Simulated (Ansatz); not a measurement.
GaSb, 2 atoms in the cell. It takes space group F-43m (No. 216, cubic). The conventional cell has a = 6.118 Å, b = 6.118 Å, c = 6.118 Å, α = 90.00°, β = 90.00°, γ = 90.00°. Sb (site symmetry -43m) has 4 Ga at 2.65 Å as nearest neighbours. Around Ga (site symmetry -43m) lie 4 Sb at 2.65 Å. 

| Item | Value |
| --- | --- |
| Program | Ansatz 0.2.0 |
| Task | single point |
| Functional | PBE |
| Potentials or basis | all-electron LAPW, scalar-relativistic |
| Cutoff | 278 eV (chosen from the basis error) |
| Basis error allowed | 0.001 eV/atom |
| k mesh | 8 × 8 × 8 |
| Occupations | gaussian, width 0.028 eV |
| Spin | no spin polarisation |

Potentials or basis: all-electron LAPW, scalar-relativistic.

Launch:

```bash
$ ansatz run input.yaml --threads 1 --pin off --max-ram 3072MiB --backend cpu --events-out ev --progress --plain --runs-dir out
```

Hardware: 1 thread of Intel(R) Xeon(R) Processor @ 2.50GHz (Skylake/Cascade Lake), with other jobs on the host.

Problem. Estimate the wall time of this run.

Solution. Run time: 22 s on 1 thread of Intel(R) Xeon(R) Processor @ 2.50GHz (Skylake/Cascade Lake) (shared host), peak memory 0.33 GiB. Counts: scf iterations 7, plane waves 609, k points 29, bands 27.
